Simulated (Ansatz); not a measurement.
Here is an Ansatz 0.2.0 calculation.

input.yaml

```yaml
crystal:
  lattice:
    - [0.0, 2.7218511865, 2.7218511865]
    - [2.7218511865, 0.0, 2.7218511865]
    - [2.7218511865, 2.7218511865, 0.0]
  atoms:
    - { symbol: Si, position: [0.5, 0.5, 0.5] }
    - { symbol: Si, position: [0.75, 0.75, 0.75] }
kpoints:
  mp_grid: { grid: [8, 8, 8] }
scf:
  occupations: { method: fermi_dirac, width: 0.05 }
hamiltonian:
  xc: lda
  pseudopotentials: { kind: all_electron, lapw: { basis_error: 0.001 } }
output:
  forces: true
  stress: true
relax:
  f_tol: 0.02
  max_steps: 60
  cell: {}
```

Potentials or basis: all-electron LAPW, scalar-relativistic.

Launch:

```sh
$ ansatz run input.yaml --threads 1 --pin off --max-ram 3072MiB --backend cpu --events-out ev --progress --plain --runs-dir out
```

**Question.** What does it give for the band gap on the k mesh?

**Answer.** 0.49 eV.

**Question.** What does it give for the relaxed volume?

**Answer.** 19.69 Å³/atom.

**Question.** Estimate the space group after relaxing (to 0.05 Å).

**Answer.** Fd-3m (No. 227).

Final structure:
```xyz
2
Lattice="0.0000 2.7004 2.7004 2.7004 0.0000 2.7004 2.7004 2.7004 0.0000" Properties=species:S:1:pos:R:3 pbc="T T T"
Si    2.7004    2.7004    2.7004
Si    4.0505    4.0505    4.0505
```

A k mesh can miss the band edges. As with any semilocal functional, this LDA gap is likely too small.
